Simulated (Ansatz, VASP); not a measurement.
**One calculation of Si2Ni, two programs**

```
Si Ni
1.0
     0.00000    2.67548    2.67548
     2.67548    0.00000    2.67548
     2.67548    2.67548    0.00000
Si Ni
2 1
Direct
  0.25000 0.25000 0.25000
  0.75000 0.75000 0.75000
  0.00000 0.00000 0.00000
```

Alike in both runs: task single point; functional LDA; k mesh 14 × 14 × 14; occupations gaussian, width 0.15 eV; no spin polarisation.

|  | VASP | Ansatz |
| --- | --- | --- |
| version | VASP 6.6.1 | Ansatz 0.2.0 |
| potentials or method | VASP PAW LDA potentials, release 64 (Si, Ni) | scalar-relativistic, plane waves, PAW |
| plane-wave cutoff (eV) | 520 | 520 |
| valence electrons in the cell | 18 | 26 |

Ansatz gave:

```
gap on the k mesh at the Fermi level (eV) : none
pressure (GPa)                            : 0.0
```

Q: Which values does VASP return?

A: gap on the k mesh at the Fermi level (eV): none; pressure (GPa): 0.2.

A gap of «none» marks a metal or a gap that the smearing closes. The two sets of potentials don't hold the same shells in valence. Ansatz warned: «pseudo_functional_mismatch».

Spin polarisation is off, so any magnetic state and its effect on volume and gap are missing.
